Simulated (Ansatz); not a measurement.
Crystal: Ag.

```xyz
4
Lattice="2.8862 0.0000 0.0000 -1.4431 2.4995 0.0000 0.0000 0.0000 10.0000" Properties=species:S:1:pos:R:3 pbc="T T T"
Ag    0.0000    0.0000    5.0000
Ag    0.0000    0.0000    0.0000
Ag    1.4431    0.8332    7.5000
Ag    0.0000    1.6663    2.5000
```

This isn't the form of Ag at room conditions, which is fcc.

```yaml
Program: Ansatz 0.2.0
Task: relaxation of cell and atoms
Functional: PBEsol
Dispersion: D4
Potentials_or_basis: Ansatz PAW
Cutoff: "420 eV (not typed: the program's choice for these potentials)"
k_mesh: 11 × 11 × 3
Occupations: fermi-dirac, width 0.05 eV
Spin: no spin polarisation
```

At the start: volume 18.04 Å³/atom.

Problem. Where does the relaxation end?

Solution. It ends after 6 steps and the volume is 16.25 Å³/atom (-9.9 %); space group P6_3/mmc (No. 194, to 0.05 Å).

The path:
```tsv
step	energy change (eV)	largest force (eV/Å)	volume (Å³)
1	0.0000	0.0000	72.14
2	-0.2622	0.0000	64.62
3	-0.2736	0.0000	64.94
4	-0.2745	0.0000	64.94
5	-0.2745	0.0000	64.99
6	-0.2723	0.0000	64.99
```

Final structure:
```
Ag
1.0
     2.83036    0.00000    0.00000
    -1.41518    2.45117    0.00000
     0.00000    0.00000    9.36703
Ag
4
Direct
  0.00000 0.00000 0.50000
  0.00000 0.00000 0.00000
  0.66667 0.33333 0.75000
  0.33333 0.66667 0.25000
```

Caveat: the plane-wave basis is chosen anew once the cell has moved, so the energies of steps on either side of that aren't comparable; pairwise dispersion overbinds metals, which lowers pressure and volume; the PAW data sets come from PBE, with cores solved anew for the run's functional, which leaves a small shift of forces and pressure.
